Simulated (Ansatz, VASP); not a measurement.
## Two plane-wave programs on InSb3

INCAR

```
PREC = Accurate ; ENCUT = 520
EDIFF = 1E-6 ; ISMEAR = -1
SIGMA = 0.05 ; LREAL = False
LASPH = True ; NELM = 80
ALGO = Normal ; ISIF = 2
LWAVE = False ; LCHARG = False
GGA = PS ; NBANDS = 22
```

File KPOINTS:

```
Automatic mesh
0
Gamma
  6 6 6
```

File POSCAR:

```
InSb3
1.0
    4.8063670000      0.0000000000      0.0000000000
    0.0000000000      4.8063670000      0.0000000000
    0.0000000000      0.0000000000      4.8063670000
Sb In
3 1
Direct
    0.5000000000      0.5000000000      0.0000000000
    0.0000000000      0.5000000000      0.5000000000
    0.5000000000      0.0000000000      0.5000000000
    0.0000000000      0.0000000000      0.0000000000
```

input.yaml

```yaml
crystal:
  lattice:
    - [4.806367, 0.0, 0.0]
    - [0.0, 4.806367, 0.0]
    - [0.0, 0.0, 4.806367]
  atoms:
    - { symbol: Sb, position: [0.5, 0.5, 0.0] }
    - { symbol: Sb, position: [0.0, 0.5, 0.5] }
    - { symbol: Sb, position: [0.5, 0.0, 0.5] }
    - { symbol: In, position: [0.0, 0.0, 0.0] }
hamiltonian:
  xc: pbesol
  pseudopotentials: { kind: paw }
kpoints:
  mp_grid: { grid: [6, 6, 6] }
scf:
  occupations: { method: fermi_dirac, width: 0.05 }
output:
  forces: true
  stress: true
  eigenvalues: true
```

The cell comes from a database or a generator and needn't be the stable form of this composition.

Alike in both runs: task single point; functional PBEsol; k mesh 6 × 6 × 6; occupations fermi-dirac, width 0.05 eV; no spin polarisation.

|  | VASP | Ansatz |
| --- | --- | --- |
| version | VASP 6.6.1 | Ansatz 0.2.0 |
| potentials or method | VASP PAW PBE potentials, release 64 (Sb, In_d) | Ansatz PAW |
| plane-wave cutoff (eV) | 520 | 420 |
| valence electrons in the cell | 28 | 58 |

```tsv
	VASP	Ansatz	Ansatz less VASP
gap on the k mesh at the Fermi level (eV)	none	none	-
pressure (GPa)	-2.7	-2.7	0.00
```

A gap of «none» marks a metal or a gap that the smearing closes. With one functional, cell and mesh, what is left measures potentials, basis and numerics. The two sets of potentials don't hold the same shells in valence.

Caveats: the PAW data sets were made with another functional, which shifts forces and pressure a little (VASP); the PAW data sets come from PBE, with cores solved anew for the run's functional, which leaves a small shift of forces and pressure (Ansatz). The runs have no spin-orbit coupling, so splittings on Sb are missing.
